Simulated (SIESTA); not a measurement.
**Ge under changes of volume**

One of the cells (18.618 Å³/atom); the others are scaled copies at fixed shape and fractional positions:

```xyz
2
Lattice="1.4979 -2.6119 0.0000 1.4979 2.6119 0.0000 0.0000 0.0000 4.7589" Properties=species:S:1:pos:R:3 pbc="T T T"
Ge    1.4979    0.8700    1.1897
Ge    1.4979   -0.8700    3.5692
```

This isn't the form of Ge at room conditions, which is diamond.

```yaml
Program: SIESTA 5.4.2
Functional: PBE
Potentials_or_basis: PseudoDojo 0.4 standard (PBE files)
Basis: DZP (energy shift 0.002 Ry)
Grid_cutoff: 800 Ry
Energy_shift: 0.002 Ry
k_mesh: 10 × 10 × 6
Occupations: fermi-dirac, width 0.05 eV
Spin: no spin polarisation
```

```tsv
volume (Å³/atom)	energy over the lowest point (meV/atom)	pressure (GPa)	largest force (eV/Å)
17.158	94.94	13.5	0.006
17.523	67.47	10.5	0.004
17.888	46.12	8.4	0.001
18.618	14.94	4.9	0.004
18.984	?	?	?
19.349	0.00	2.2	0.003
```

Problem. What does the run at 18.984 Å³/atom give?

Solution. Energy over the lowest point 5.95 meV/atom; pressure 3.1 GPa; largest force 0.001 eV/Å.

Worked out: A Birch-Murnaghan fit of order 3 (a polynomial in V^(-2/3)) to the other rows has its minimum at 19.81 Å³/atom, just outside them, with B0 = V·E''(V) = 72 GPa and B' = 3.3 at fixed shape and positions, which overstates the stiffness. It gives 5.71 meV/atom at 18.984 Å³/atom, against the run's 5.95, and -dE/dV = 3.3 GPa, against 3.1.

Energies are extrapolated to zero smearing.

Caveats: semicore shells carry a single zeta, which can move pressures by several GPa and volumes by a few percent; the basis of atomic orbitals isn't converged, which shifts pressures, moduli and gaps.
